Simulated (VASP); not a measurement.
The system is GaAs.

```
As Ga
1.0
     0.00000    2.82685    2.82685
     2.82685    0.00000    2.82685
     2.82685    2.82685    0.00000
As Ga
1 1
Direct
  0.75000 0.75000 0.75000
  0.00000 0.00000 0.00000
```

Base run:

```yaml
Program: VASP 6.6.1
Functional: PBE0
Potentials_or_basis: VASP PAW PBE potentials, release 64 (As, Ga_d)
Cutoff: 520 eV
k_mesh: 6 × 6 × 6
Occupations: gaussian, width 0.02 eV
Spin: no spin polarisation
```

Its results: band gap on the k mesh 2.02 eV, direct; pressure 0.8 GPa.

Question: The run is repeated on the same cell with these changes: functional from PBE0 to HSE03. What comes out?

Answer: Band gap on the k mesh 1.26 eV, direct; pressure 1.3 GPa.

Caveats: the PAW data sets were made with another functional, which shifts forces and pressure a little.
